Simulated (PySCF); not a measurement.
## Reproducing measurements on maleic anhydride

**What was measured.**

From NIST CCCBDB Release 22 (SRD 101), experimental dipoles, for the gas: dipole moment (microwave Stark effect, vibrational ground state) 4.141 ± 0.022 D.

How close the calculation comes is told at the end.

Species: maleic anhydride, C4H2O3.
SMILES with atom numbers: `[O:1]=[C:2]1[CH:3]=[CH:4][C:5](=[O:6])[O:7]1` (hydrogens: H8 on C3; H9 on C4)

Geometry (GFN2-xTB, Å), atoms numbered from 1 in this order:
```
atom  x, y, z in Å
O1    -2.2103   -1.0881   -0.2163
C2    -1.1119   -0.6379   -0.2804
C3    -0.6755    0.7688   -0.5153
C4     0.6536    0.7918   -0.5055
C5     1.1350   -0.5991   -0.2622
O6     2.2470   -1.0109   -0.1784
O7     0.0239   -1.3946   -0.1389
H8    -1.3813    1.5644   -0.6580
H9     1.3331    1.6115   -0.6390
```

The PySCF runs (gas phase, on this GFN2-xTB geometry; no spin–orbit coupling):

```
              level                                                                job  basis functions
      PBE0/pcSseg-1                            shieldings, charges and field gradients              129
CAM-B3LYP/def2-SVPD  8 singlets by full TDDFT, 3 Tamm–Dancoff triplets, polarisability              165
        B3LYP/pcJ-1                        spin–spin couplings from 9 perturbed nuclei              209
```

**Comparison with experiment**

**Dipole moment.** Measured: 4.141 D (NIST CCCBDB Release 22 (SRD 101), experimental dipoles).

| level | computed (D) | computed − measured (D) | % (from the printed values) |
| --- | --- | --- | --- |
| PBE0/pcSseg-1 | 4.120 | -0.021 | -1 |
| CAM-B3LYP/def2-SVPD | 4.264 | +0.123 | +3 |
| B3LYP/pcJ-1 | 4.144 | +0.003 | 0 |

Closest is B3LYP/pcJ-1 (+0.003 D), furthest CAM-B3LYP/def2-SVPD (+0.123 D); one molecule doesn't rank methods. The computed dipoles belong to one fixed geometry; measured ones are averaged over vibrations unless marked μe. Magnitudes are compared, not signs.

The geometry is computed, not the measured one. Where a level misses, the cause wasn't examined.
